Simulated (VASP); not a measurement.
The system is P.

```xyz
4
Lattice="1.6477 -5.4650 0.0000 1.6477 5.4650 0.0000 0.0000 0.0000 4.5436" Properties=species:S:1:pos:R:3 pbc="T T T"
P     1.6477   -4.4173    2.6754
P     1.6477    4.4173    1.8683
P     1.6477   -1.0477    0.4035
P     1.6477    1.0477    4.1401
```

| Property | Result |
| --- | --- |
| Program | VASP 6.6.1 |
| Task | single point |
| Functional | PBE |
| Potentials or basis | VASP PAW PBE potentials, release 64 (P) |
| Cutoff | 520 eV |
| k mesh | 8 × 8 × 6 |
| Occupations | fermi-dirac, width 0.05 eV |
| Spin | no spin polarisation |

On this cell: pressure 1.7 GPa; largest force 0.287 eV/Å; band gap on the k mesh 0.11 eV, direct.

The same run follows on a disturbed copy (atoms moved at random, drawn with an rms of 0.05 Å):

```
P
1.0
     1.64774   -5.46504    0.00000
     1.64774    5.46504    0.00000
     0.00000    0.00000    4.54364
P
4
Direct
  0.91262 0.10718 0.59324
  0.09423 0.90635 0.41410
  0.59181 0.40672 0.09350
  0.40068 0.58277 0.90595
```

Question: What changes?

Answer: The energy moves by +23.2 meV/atom; pressure 3.6 GPa; largest force 1.431 eV/Å; band gap on the k mesh 0.31 eV, direct.

Forces in eV/Å, atoms in the order of the input:
```
P   -0.742 -0.002 -0.683
P   -0.026 -0.029  0.163
P    0.036 -0.929 -0.248
P    0.732  0.960  0.768
```

Stress tensor (GPa, compression positive):
```
 2.52 -0.13  1.73
-0.13  4.33  0.16
 1.73  0.16  3.98
```

A k mesh can miss the band edges.
